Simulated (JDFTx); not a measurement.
Crystal: NaCl.

```
CELL_PARAMETERS angstrom
0.00000 2.79406 2.79406
2.79406 0.00000 2.79406
2.79406 2.79406 0.00000
ATOMIC_POSITIONS crystal
Cl 0.50000 0.50000 0.50000
Na 0.00000 0.00000 0.00000
```

The cell is a database's computed one.

```yaml
Program: JDFTx 1.7.0 (patched build)
Task: relaxation of cell and atoms
Functional: PBE
Potentials_or_basis: PseudoDojo-SR-PBE-0.5-standard
Cutoff: 1197 eV
Density_cutoff: 9578 eV
k_mesh: 6 × 6 × 6
Occupations: fermi-dirac, width 0.05 eV
Spin: no spin polarisation
```

At the start: pressure 1.6 GPa; volume 21.81 Å³/atom.

Task: How do energy, volume and symmetry change on relaxing?

Result: Over 6 steps the energy falls by 6.1 meV/atom and the volume is 23.12 Å³/atom (+6.0 %); space group Fm-3m (No. 225, to 0.05 Å).

The path:
```tsv
step	energy change (eV)	largest force (eV/Å)	pressure (GPa)	volume (Å³)
1	0.0000	0.0000	1.57	43.63
2	-0.0030	0.0000	1.35	43.95
3	-0.0121	0.0000	0.12	46.01
4	-0.0122	0.0000	0.01	46.21
5	-0.0122	0.0000	0.00	46.23
6	-0.0122	0.0000	0.00	46.23
```

Final structure:
```
Cl Na
1.0
     0.00000    2.84866    2.84866
     2.84866    0.00000    2.84866
     2.84866    2.84866    0.00000
Cl Na
1 1
Direct
  0.50000 0.50000 0.50000
  0.00000 0.00000 0.00000
```
